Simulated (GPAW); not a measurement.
# Al (Fm-3m) in GPAW: notebook

Aim: see how the results for Al move with the level of theory and the settings. Levels: PBE+TS, TPSS+D4, optB88-vdW, PBE+D3, LDA. Tasks: ts, elastic constants, equation of state, band structure.

All numbers are computed with GPAW 26.7.0; they aren't measurements. Logs are shortened: lines on timing, memory, paths and dates and some standing lists are left out, and cuts for length are marked. The log counts tension as positive stress, the text compression.

**What was measured.**

“The interpretation of polycrystalline coherent inelastic neutron scattering from aluminium”, 2013, pmc:3831299 quotes, for a bulk crystal of Al: bulk modulus 76.9 GPa.

The results are compared with them further down.

## (1) The structure

It takes space group Fm-3m (No. 225, cubic). The conventional cell has a = 4.050 Å, b = 4.050 Å, c = 4.050 Å, α = 90.00°, β = 90.00°, γ = 90.00°. Al (site symmetry m-3m) is surrounded by 12 Al at 2.86 Å.

## (2) Ts, PBE+TS

run.py reads:

```python
from ase import Atoms
from ase.calculators.vdwcorrection import vdWTkatchenko09prl
from ase.dft.bandgap import bandgap
from ase.io import write
from gpaw import GPAW
from gpaw.analyse.hirshfeld import HirshfeldPartitioning
from gpaw.analyse.vdwradii import vdWradii
from gpaw.mpi import world

atoms = Atoms(['Al'],
              cell=[[0.0, 2.024805, 2.024805],
                    [2.024805, 0.0, 2.024805],
                    [2.024805, 2.024805, 0.0]],
              scaled_positions=[[0.0, 0.0, 0.0]],
              pbc=True)

calc = GPAW(mode='lcao',
            h=0.16,
            basis='dzp',
            xc='PBE',
            kpts={'size': (8, 8, 8), 'gamma': True},
            occupations={'name': 'fermi-dirac', 'width': 0.05},
            convergence={'density': 1e-05, 'energy': 1e-05},
            maxiter=150,
            legacy_gpaw=True,
            txt='gpaw.txt')
atoms.calc = calc
energy = atoms.get_potential_energy()
forces = atoms.get_forces()
calc.write('gs.gpw')
write('result.traj', atoms)
print(f'Energy: {energy:.6f} eV')
print('Forces (eV/A):')
print(forces.round(4))
print('Fermi level:', round(calc.get_fermi_level(), 4), 'eV')
print(f'Gap: {bandgap(calc)[0]:.4f} eV, direct: {bandgap(calc, direct=True)[0]:.4f} eV')

hirshfeld = HirshfeldPartitioning(calc)
print('Hirshfeld volume ratios:', *hirshfeld.get_effective_volume_ratios().round(4))
atoms.calc = vdWTkatchenko09prl(hirshfeld, vdWradii(atoms.get_chemical_symbols(), 'PBE', world=world), Rmax=15.0, txt='-')
total = atoms.get_potential_energy()
print(f'Energy with TS dispersion: {total:.6f} eV, dispersion {total - energy:.6f} eV')
print('Forces with TS dispersion:', *atoms.get_forces().round(5).ravel())
```

Potentials or basis: GPAW PAW data sets (gpaw-data 1.2.1), lcao:dzp.

On the command line:

```bash
$ OMP_NUM_THREADS=1 python run.py
```

gpaw.txt:

```text
___ ___ ___ _ _ _
 |   |   |_  | | | |
 | | | | | . | | | |
 |__ |  _|___|_____|  26.7.0
 |___|_|

Input parameters:
  basis: dzp
  convergence: {density: 1e-05,
                energy: 1e-05}
  h: 0.16
  kpts: {gamma: True,
         size: (8, 8, 8)}
  maxiter: 150
  mode: lcao
  occupations: {name: fermi-dirac,
                width: 0.05}
  xc: PBE

System changes: positions, numbers, cell, pbc, initial_charges, initial_magmoms

Initialize ...

species:
  Al:
    name:    Aluminium
    Z:       13.0
    valence: 3
    core:    10
    charge:  0.0  # [|e|]
    compensation charges:
      type: gauss
      rc: 0.34  # [Å]
      lmax: 2
    cutoffs:
      filter: 1.91  # [Å]
      core: 2.36  # [Å]
    projectors
    | kind |    occ | energy [eV] | rcut [Å] |
    |------|--------|-------------|----------|
    |   3s |  2.000 |      -7.753 |    1.085 |
    |   3p |  1.000 |      -2.712 |    1.085 |
    |    s |        |      19.459 |    1.085 |
    |    p |        |      24.499 |    1.085 |
    |    d |        |       0.000 |    1.085 |

    LCAO basis set for Al:
      Name: dzp
      File: <dir>
      Number of radial functions: 5
      Number of spherical harmonics: 13
        l=0, rc=7.8750 Bohr: 3s-sz confined orbital
        l=1, rc=10.4219 Bohr: 3p-sz confined orbital
        l=0, rc=4.6094 Bohr: 3s-dz split-valence wave
        l=1, rc=6.2812 Bohr: 3p-dz split-valence wave
        l=2, rc=10.4219 Bohr: d-type Gaussian polarization
      Number of RI-basis functions 0

Reference energy: -6603.423265  # eV

Spin-paired calculation

Convergence criteria:
 Maximum [total energy] change in last 3 cyles: 1e-05 eV / valence electron
 Maximum integral of absolute [dens]ity change: 1e-05 electrons / valence electron
 Maximum integral of absolute [eigenst]ate change: 4e-08 eV^2 / valence electron
 Maximum number of scf [iter]ations: 150
 (Square brackets indicate name in SCF output, whereas a 'c' in
 the SCF output indicates the quantity has converged.)

Symmetries present (total): 48

  ( 1  0  0)  ( 1  0  0)  ( 1  0  0)  ( 1  0  0)  ( 1  0 -1)  ( 1  0 -1)
  ( 1  0 -1)  ( 1 -1  0)  ( 0  1  0)  ( 0  0  1)  ( 1  0  0)  ( 1 -1  0)
  ( 1 -1  0)  ( 1  0 -1)  ( 0  0  1)  ( 0  1  0)  ( 1 -1  0)  ( 1  0  0)

  ( 1  0 -1)  ( 1  0 -1)  ( 1 -1  0)  ( 1 -1  0)  ( 1 -1  0)  ( 1 -1  0)
  ( 0  1 -1)  ( 0  0 -1)  ( 1  0  0)  ( 1  0 -1)  ( 0 -1  1)  ( 0 -1  0)
  ( 0  0 -1)  ( 0  1 -1)  ( 1  0 -1)  ( 1  0  0)  ( 0 -1  0)  ( 0 -1  1)

  ( 0  1  0)  ( 0  1  0)  ( 0  1  0)  ( 0  1  0)  ( 0  1 -1)  ( 0  1 -1)
  ( 1  0  0)  ( 0  1 -1)  ( 0  0  1)  (-1  1  0)  ( 1  0 -1)  ( 0  1  0)
  ( 0  0  1)  (-1  1  0)  ( 1  0  0)  ( 0  1 -1)  ( 0  0 -1)  (-1  1  0)

  ( 0  1 -1)  ( 0  1 -1)  ( 0  0  1)  ( 0  0  1)  ( 0  0  1)  ( 0  0  1)
  ( 0  0 -1)  (-1  1  0)  ( 1  0  0)  ( 0  1  0)  ( 0 -1  1)  (-1  0  1)
  ( 1  0 -1)  ( 0  1  0)  ( 0  1  0)  ( 1  0  0)  (-1  0  1)  ( 0 -1  1)

  ( 0  0 -1)  ( 0  0 -1)  ( 0  0 -1)  ( 0  0 -1)  ( 0 -1  1)  ( 0 -1  1)
  ( 1  0 -1)  ( 0  1 -1)  ( 0 -1  0)  (-1  0  0)  ( 1 -1  0)  ( 0  0  1)
  ( 0  1 -1)  ( 1  0 -1)  (-1  0  0)  ( 0 -1  0)  ( 0 -1  0)  (-1  0  1)

  ( 0 -1  1)  ( 0 -1  1)  ( 0 -1  0)  ( 0 -1  0)  ( 0 -1  0)  ( 0 -1  0)
  ( 0 -1  0)  (-1  0  1)  ( 1 -1  0)  ( 0  0 -1)  ( 0 -1  1)  (-1  0  0)
  ( 1 -1  0)  ( 0  0  1)  ( 0 -1  1)  (-1  0  0)  ( 1 -1  0)  ( 0  0 -1)

  (-1  1  0)  (-1  1  0)  (-1  1  0)  (-1  1  0)  (-1  0  1)  (-1  0  1)
  ( 0  1  0)  ( 0  1 -1)  (-1  0  1)  (-1  0  0)  ( 0  0  1)  ( 0 -1  1)
  ( 0  1 -1)  ( 0  1  0)  (-1  0  0)  (-1  0  1)  ( 0 -1  1)  ( 0  0  1)

  (-1  0  1)  (-1  0  1)  (-1  0  0)  (-1  0  0)  (-1  0  0)  (-1  0  0)
  (-1  1  0)  (-1  0  0)  ( 0  0 -1)  ( 0 -1  0)  (-1  1  0)  (-1  0  1)
  (-1  0  0)  (-1  1  0)  ( 0 -1  0)  ( 0  0 -1)  (-1  0  1)  (-1  1  0)

512 k-points: 8 x 8 x 8 Monkhorst-Pack grid + [1/16,1/16,1/16]
29 k-points in the irreducible part of the Brillouin zone
       k-points in crystal coordinates                weights
   0:     0.00000000    0.00000000    0.00000000          1/512
   1:     0.12500000    0.12500000    0.00000000          6/512
   2:     0.12500000    0.12500000    0.12500000          8/512
   3:     0.25000000    0.12500000    0.12500000         12/512
   4:     0.25000000    0.25000000    0.00000000          6/512
   5:     0.25000000    0.25000000    0.12500000         24/512
   6:     0.25000000    0.25000000    0.25000000          8/512
   7:     0.37500000    0.25000000   -0.37500000         24/512
   8:     0.37500000    0.25000000    0.12500000         24/512
   9:     0.37500000    0.25000000    0.25000000         24/512
          ...
  28:     0.50000000    0.50000000    0.50000000          4/512

Wave functions: LCAO
  Diagonalizer: Serial LAPACK
  Atomic Correction: dense with blas
  Data-type: complex

Occupation numbers: Fermi-Dirac:
  width: 0.0500  # eV

Eigensolver
   LCAO using direct dense diagonalizer

Densities:
  Coarse grid: 16*16*16 grid
  Fine grid: 32*32*32 grid
  Total Charge: 0.000000

Density mixing:
  Method: separate
  Backend: msr1
  Linear mixing parameter: 0.05
  old densities: 10
  Width of damping distribution: 1.1
  Damping of long wavelength oscillations: 20

Hamiltonian:
  XC and Coulomb potentials evaluated on a 32*32*32 grid
  Using the PBE Exchange-Correlation functional
  Interpolation: tri-quintic (5. degree polynomial)
  Poisson solver: FastPoissonSolver using
    Stencil: 12*3+1=37 point O(h^6) finite-difference Laplacian
    FFT axes: [np.int64(0), np.int64(1), np.int64(2)]
    FST axes: []

XC parameters: PBE with 2 nearest neighbor stencil

Number of atoms: 1
Number of atomic orbitals: 13
Number of bands in calculation: 4
Number of valence electrons: 3
Bands to converge: occupied

... initialized

Initializing position-dependent things.

Density initialized from atomic densities

       Al

Atomic positions and initial magnetic moments

Positions:
   0 Al     0.000000    0.000000    0.000000    ( 0.0000,  0.0000,  0.0000)

Unit cell:
           periodic     x           y           z      points  spacing
  1. axis:    yes    0.000000    2.024805    2.024805    16     0.1461
  2. axis:    yes    2.024805    0.000000    2.024805    16     0.1461
  3. axis:    yes    2.024805    2.024805    0.000000    16     0.1461

  Lengths:   2.863507   2.863507   2.863507
  Angles:   60.000000  60.000000  60.000000

Effective grid spacing dv^(1/3) = 0.1594

iter:   1    -3.648926        c
iter:   2    -3.648651        c -0.91
iter:   3    -3.645910        c -0.93
iter:   4    -3.645944        c -1.77
iter:   5    -3.645940        c -2.82
iter:   6    -3.645940c       c -3.48
iter:   7    -3.645940c       c -4.61
iter:   8    -3.645940c       c -4.99
iter:   9    -3.645940c       c -6.30c

Converged after 9 iterations.

Dipole moment: (-0.582578, -0.582578, -0.582578) |e|*Ang

Energy contributions relative to reference atoms: (reference = -6603.423265)

Kinetic:         +3.786848
Potential:       -1.816238
External:        +0.000000
XC:              -5.602057
Entropy (-ST):   -0.004094
Local:           -0.012446
SIC:             +0.000000
--------------------------
Free energy:     -3.647988
Extrapolated:    -3.645940

Showing only first 2 kpts
 Kpt  Band  Eigenvalues  Occupancy
  0     0     -3.97371    2.00000
  0     1     20.22886    0.00000
  0     2     20.22899    0.00000

  1     0     -3.41773    2.00000
  1     1     17.25618    0.00000
  1     2     17.25623    0.00000

Fermi level: 7.21294

No gap
No difference between direct/indirect transitions

Forces in eV/Ang:
  0 Al   -0.00000   -0.00000   -0.00000

Writing to gs.gpw (mode='')
```

Wall time 3 min (1 thread of Arm Neoverse V1, shared host); peak memory 0.17 GiB.

What came out:

- Free energy: -4.2567 eV
- Band gap on the k mesh: none (metal or under the smearing width)
- Dispersion energy per atom: -0.609 eV

Caveat: the real-space grid adds noise to forces; the basis of atomic orbitals isn't converged, which shifts pressures, moduli and gaps; pairwise dispersion overbinds metals, which lowers pressure and volume.

## (3) Elastic constants, TPSS+D4, 16.60 Å³/atom

run.py reads:

```python
import json
import numpy as np
import spglib
from ase import Atoms
from ase.calculators.mixing import SumCalculator
from ase.constraints import FixSymmetry
from ase.filters import FrechetCellFilter
from ase.io import write
from ase.optimize import BFGS
from ase.stress import full_3x3_to_voigt_6_stress, voigt_6_to_full_3x3_strain, voigt_6_to_full_3x3_stress
from ase.units import GPa
from dftd4.ase import DFTD4
from gpaw import GPAW, PW

atoms = Atoms(['Al'],
              cell=[[0.0, 2.024805, 2.024805],
                    [2.024805, 0.0, 2.024805],
                    [2.024805, 2.024805, 0.0]],
              scaled_positions=[[0.0, 0.0, 0.0]],
              pbc=True)

calc = GPAW(mode=PW(600),
            xc='MGGA_X_TPSS+MGGA_C_TPSS',
            kpts={'size': (11, 11, 11), 'gamma': True},
            occupations={'name': 'fermi-dirac', 'width': 0.05},
            nbands=7,
            convergence={'density': 1e-06, 'eigenstates': 1e-09},
            eigensolver='davidson',
            maxiter=150,
            symmetry={'tolerance': 0.001},
            txt='gpaw.txt')
atoms.calc = SumCalculator([calc, DFTD4(method='tpss')])
atoms.set_constraint(FixSymmetry(atoms))
BFGS(FrechetCellFilter(atoms), trajectory='relax.traj', logfile='-').run(fmax=0.005, steps=40)
atoms.set_constraint()
energy = atoms.get_potential_energy()
forces = atoms.get_forces()
stress = atoms.get_stress()
calc.write('gs.gpw')
write('result.traj', atoms)
print('Cell:', atoms.cell.cellpar().round(4))
print(atoms.get_scaled_positions().round(5))

gpts = tuple(int(n) for n in calc.get_number_of_grid_points())
cell = atoms.cell[:].T
dataset = spglib.get_symmetry((atoms.cell[:], atoms.get_scaled_positions(), atoms.numbers), symprec=1e-4)
rotations = [cell @ w @ np.linalg.inv(cell) for w in dataset['rotations']]
strains, clamped, relaxed = [], [], []
for v in [0, 3]:
    for e in (-0.005, 0.005):
        voigt = np.zeros(6)
        voigt[v] = e
        F = voigt_6_to_full_3x3_strain(voigt)
        a = atoms.copy()
        a.set_cell(atoms.cell[:] @ F, scale_atoms=True)
        c = GPAW(mode=PW(600),
                 xc='MGGA_X_TPSS+MGGA_C_TPSS',
                 kpts={'size': (11, 11, 11), 'gamma': True},
                 occupations={'name': 'fermi-dirac', 'width': 0.05},
                 nbands=7,
                 convergence={'density': 1e-06, 'eigenstates': 1e-09},
                 eigensolver='davidson',
                 maxiter=150,
                 symmetry={'tolerance': 0.001},
                 gpts=gpts,
                 txt=f'strain-{v}{e:+.3f}.txt')
        a.calc = SumCalculator([c, DFTD4(method='tpss')])
        s0 = s1 = a.get_stress() - stress
        print(v, e, 'clamped', (s0 / GPa).round(3), 'relaxed', (s1 / GPa).round(3), flush=True)
        for R in rotations:  # images under the point group
            eps = R @ (F - np.eye(3)) @ R.T
            strains.append(full_3x3_to_voigt_6_stress(eps) * [1, 1, 1, 2, 2, 2])
            for s, rows in ((s0, clamped), (s1, relaxed)):
                rows.append(full_3x3_to_voigt_6_stress(R @ voigt_6_to_full_3x3_stress(s) @ R.T))

C0, C = (np.linalg.lstsq(np.array(strains), np.array(s), rcond=None)[0].T / GPa for s in (clamped, relaxed))
print('Clamped-ion Cij (GPa):')
print(C0.round(1))
print('Relaxed-ion Cij (GPa):')
print(C.round(1))
json.dump({'clamped': C0.tolist(), 'relaxed': C.tolist()}, open('elastic.json', 'w'))
```

Potentials or basis: GPAW PAW data sets (gpaw-data 1.2.1), pw.

On the command line:

```bash
$ OMP_NUM_THREADS=1 python run.py
```

Run time: 5 min. Hardware: 1 thread of Arm Neoverse V1, shared host; peak memory 0.34 GiB.

It converged, with:

* Free energy: -8.3684 eV
* Relaxed volume: 15.39 Å³/atom
* Relaxed cell: a = 2.792 Å, b = 2.792 Å, c = 2.792 Å, α = 60.00°, β = 60.00°, γ = 60.00°
* Space group after relaxing (to 0.05 Å): Fm-3m (No. 225)
* Pressure after relaxing: 0.0 GPa
* Band gap on the k mesh: none (metal or under the smearing width)
* Elastic constants C11, C12, C44: 146, 73, -11 GPa
* Voigt bulk modulus: 97 GPa
* Dispersion energy per atom: -0.497 eV

Caveat: the density grid can change from cell to cell, which puts small steps into energies and stress; the elastic tensor has a negative eigenvalue, so either the cell is unstable as it stands or the mesh is too thin; the PAW data sets were made with another functional, which shifts forces and pressure a little; pairwise dispersion overbinds metals, which lowers pressure and volume.

## (4) Equation of state, optB88-vdW

run.py reads:

```python
import spglib
from ase import Atoms
from ase.eos import EquationOfState
from ase.io import Trajectory, read
from ase.units import GPa
from gpaw import GPAW, PW

atoms = read('Al.cif')
cell, positions, numbers = spglib.find_primitive(
    (atoms.cell[:], atoms.get_scaled_positions(), atoms.numbers), symprec=1e-4)
atoms = Atoms(numbers, cell=cell, scaled_positions=positions, pbc=True)

traj = Trajectory('eos.traj', 'w')
volumes, energies = [], []
for x in [0.94, 0.96, 0.98, 1.0, 1.02, 1.04, 1.06]:
    a = atoms.copy()
    a.set_cell(atoms.cell * x**(1 / 3), scale_atoms=True)
    calc = GPAW(mode=PW(600),
                xc={'name': 'optB88-vdW', 'backend': 'libvdwxc'},
                kpts={'size': (11, 11, 11), 'gamma': True},
                occupations={'name': 'fermi-dirac', 'width': 0.05},
                nbands=7,
                convergence={'density': 1e-05, 'energy': 1e-05},
                maxiter=150,
                legacy_gpaw=True,
                txt=f'eos-{x:.2f}.txt')
    a.calc = calc
    energies.append(a.get_potential_energy(force_consistent=True))
    volumes.append(a.get_volume())
    calc.write(f'eos-{x:.2f}.gpw')
    traj.write(a)
    print(f'{x:.2f} {volumes[-1]:10.4f} A^3 {energies[-1]:14.6f} eV', flush=True)

v0, e0, B = EquationOfState(volumes, energies, eos='birchmurnaghan').fit()
print(f'V0 = {v0:.4f} A^3, E0 = {e0:.6f} eV, B0 = {B / GPa:.2f} GPa')
```

Al.cif reads:

```cif
data_Al
_cell_length_a 4.04961000
_cell_length_b 4.04961000
_cell_length_c 4.04961000
_cell_angle_alpha 90.00000000
_cell_angle_beta 90.00000000
_cell_angle_gamma 90.00000000
_space_group_name_H-M_alt 'Fm-3m'
_space_group_name_Hall '-F 4 2 3'
_space_group_IT_number 225
loop_
_space_group_symop_operation_xyz
'x,y,z'
'-x,-y,-z'
'-y,x,z'
'y,-x,-z'
'-x,-y,z'
'x,y,-z'
'y,-x,z'
'-y,x,-z'
'x,-y,-z'
'-x,y,z'
'-y,-x,-z'
'y,x,z'
'-x,y,-z'
'x,-y,z'
'y,x,-z'
'-y,-x,z'
'z,x,y'
'-z,-x,-y'
'z,-y,x'
'-z,y,-x'
'z,-x,-y'
'-z,x,y'
'z,y,-x'
'-z,-y,x'
'-z,x,-y'
'z,-x,y'
'-z,-y,-x'
'z,y,x'
'-z,-x,y'
'z,x,-y'
'-z,y,x'
'z,-y,-x'
'y,z,x'
'-y,-z,-x'
'x,z,-y'
'-x,-z,y'
'-y,z,-x'
'y,-z,x'
'-x,z,y'
'x,-z,-y'
'-y,-z,x'
'y,z,-x'
'-x,-z,-y'
'x,z,y'
'y,-z,-x'
'-y,z,x'
'x,-z,y'
'-x,z,-y'
'x,y+1/2,z+1/2'
'-x,-y+1/2,-z+1/2'
'-y,x+1/2,z+1/2'
[... 62 lines left out ...]
'-z+1/2,-x,-y+1/2'
'z+1/2,-y,x+1/2'
'-z+1/2,y,-x+1/2'
'z+1/2,-x,-y+1/2'
'-z+1/2,x,y+1/2'
'z+1/2,y,-x+1/2'
'-z+1/2,-y,x+1/2'
'-z+1/2,x,-y+1/2'
'z+1/2,-x,y+1/2'
'-z+1/2,-y,-x+1/2'
'z+1/2,y,x+1/2'
'-z+1/2,-x,y+1/2'
'z+1/2,x,-y+1/2'
'-z+1/2,y,x+1/2'
'z+1/2,-y,-x+1/2'
'y+1/2,z,x+1/2'
'-y+1/2,-z,-x+1/2'
'x+1/2,z,-y+1/2'
'-x+1/2,-z,y+1/2'
'-y+1/2,z,-x+1/2'
'y+1/2,-z,x+1/2'
'-x+1/2,z,y+1/2'
'x+1/2,-z,-y+1/2'
'-y+1/2,-z,x+1/2'
'y+1/2,z,-x+1/2'
'-x+1/2,-z,-y+1/2'
'x+1/2,z,y+1/2'
'y+1/2,-z,-x+1/2'
'-y+1/2,z,x+1/2'
'x+1/2,-z,y+1/2'
'-x+1/2,z,-y+1/2'
'x+1/2,y+1/2,z'
'-x+1/2,-y+1/2,-z'
'-y+1/2,x+1/2,z'
'y+1/2,-x+1/2,-z'
'-x+1/2,-y+1/2,z'
'x+1/2,y+1/2,-z'
'y+1/2,-x+1/2,z'
'-y+1/2,x+1/2,-z'
'x+1/2,-y+1/2,-z'
'-x+1/2,y+1/2,z'
'-y+1/2,-x+1/2,-z'
'y+1/2,x+1/2,z'
'-x+1/2,y+1/2,-z'
'x+1/2,-y+1/2,z'
'y+1/2,x+1/2,-z'
'-y+1/2,-x+1/2,z'
'z+1/2,x+1/2,y'
'-z+1/2,-x+1/2,-y'
'z+1/2,-y+1/2,x'
'-z+1/2,y+1/2,-x'
'z+1/2,-x+1/2,-y'
'-z+1/2,x+1/2,y'
'z+1/2,y+1/2,-x'
'-z+1/2,-y+1/2,x'
'-z+1/2,x+1/2,-y'
'z+1/2,-x+1/2,y'
'-z+1/2,-y+1/2,-x'
'z+1/2,y+1/2,x'
'-z+1/2,-x+1/2,y'
'z+1/2,x+1/2,-y'
'-z+1/2,y+1/2,x'
'z+1/2,-y+1/2,-x'
'y+1/2,z+1/2,x'
'-y+1/2,-z+1/2,-x'
'x+1/2,z+1/2,-y'
'-x+1/2,-z+1/2,y'
'-y+1/2,z+1/2,-x'
'y+1/2,-z+1/2,x'
'-x+1/2,z+1/2,y'
'x+1/2,-z+1/2,-y'
'-y+1/2,-z+1/2,x'
'y+1/2,z+1/2,-x'
'-x+1/2,-z+1/2,-y'
'x+1/2,z+1/2,y'
'y+1/2,-z+1/2,-x'
'-y+1/2,z+1/2,x'
'x+1/2,-z+1/2,y'
'-x+1/2,z+1/2,-y'
loop_
_atom_site_label
_atom_site_type_symbol
_atom_site_symmetry_multiplicity
_atom_site_Wyckoff_symbol
_atom_site_fract_x
_atom_site_fract_y
_atom_site_fract_z
_atom_site_occupancy
Al1 Al 4 a 0.0000000000 0.0000000000 0.0000000000 1
```

On the command line:

```bash
$ OMP_NUM_THREADS=1 python run.py
```

Run time: 30 s. Hardware: 1 thread of Arm Neoverse V1, shared host; peak memory 0.15 GiB.

It converged, with:

```yaml
Equilibrium_volume: 16.94 Å³/atom
Bulk_modulus: 69 GPa
Pressure_derivative_of_the_bulk_modulus: 4.7
```

Energy against volume, from the lowest point:
```
volume (Å³/atom)  energy (meV/atom)
          15.607              26.58
          15.939              14.42
          16.271               6.20
          16.603               1.52
          16.935               0.00
          17.267               1.30
          17.599               5.11
```

Caveat: the PAW data sets were made with another functional, which shifts forces and pressure a little.

(Continued in part 2 of 2.)
